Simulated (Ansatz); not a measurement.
## SnS: energy along a strain

SnS, Pnma, a = 11.097 Å, b = 3.984 Å, c = 4.232 Å. Ansatz: PBEsol, PAW, 420 eV, Γ-centred 4×8×6 mesh on 8 atoms, Gaussian smearing 0.05 eV; no spin polarisation. Cell vectors (Å): 11.097 0.000 0.000; 0.000 3.984 0.000; 0.000 0.000 4.232. The cell is strained by x per cent times the pattern (0 1 0 0 0 0) in the order xx yy zz yz xz xy (engineering shears), with fractional coordinates held. y is the free energy over the start, V0 = 23.387 Å³/atom.

| x (%) | y (meV/atom) |
| --- | --- |
| -4.00 | ? |
| -3.00 | 7.41 |
| -2.00 | 3.25 |
| -1.00 | 0.81 |
| 0.00 | 0.00 |
| 1.00 | 0.73 |
| 2.00 | 2.93 |
| 3.00 | 6.48 |
| 3.50 | 8.75 |
| 4.00 | 11.33 |

Task: Fit y = c1 x + c2 x² + c3 x³ to the other rows, get the stiffness along the pattern, and predict the missing energy.

Result: Least squares on the rows shown. y = −0.02385 x + 0.7719 x² − 0.01448 x³. The clamped-ion stiffness p·C·p = 2 × 7.719 eV × 160.2 / 23.387 Å³ = 106 GPa, which is C22 in these axes; c1 is there for the stress left in the start, which by itself gives a slope of -0.02 meV/atom per %. At x = -4.00 the fit asked for gives 13.37 meV/atom. The run gave 13.41 meV/atom, so the fit is 0.04 meV/atom too low, a small miss on the scale of the series.

Cost: 10 runs of about 2.1 core-minutes in all, on AMD EPYC 9R45 (Zen 5) (shared hosts).